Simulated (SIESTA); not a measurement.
Crystal: CdO (Monteponite).

```
Cd O
1.0
     0.00000    2.34950    2.34950
     2.34950    0.00000    2.34950
     2.34950    2.34950    0.00000
Cd O
1 1
Direct
  0.00000 0.00000 0.00000
  0.50000 0.50000 0.50000
```

Base run:

| Quantity | Value |
| --- | --- |
| Program | SIESTA 5.4.2 |
| Functional | PBE |
| Potentials or basis | PseudoDojo 0.4 standard (PBE files) |
| Basis | DZP (energy shift 0.002 Ry) |
| Grid cutoff | 800 Ry |
| Energy shift | 0.002 Ry |
| k mesh | 10 × 10 × 10 |
| Occupations | fermi-dirac, width 0.05 eV |
| Spin | no spin polarisation |

Its results: band gap on the k mesh none (metal or under the smearing width); pressure 7.0 GPa.

The run is repeated on the same cell with these changes: functional from PBE to RPBE. What comes out?

Band gap on the k mesh none (metal or under the smearing width); pressure 11.3 GPa.

RPBE binds less tightly than PBE, so the same cell stands under more pressure.

Caveats: semicore shells carry a single zeta, which can move pressures by several GPa and volumes by a few percent; the basis of atomic orbitals isn't converged, which shifts pressures, moduli and gaps; the potentials were made for another functional, which shifts forces and pressure (some runs).
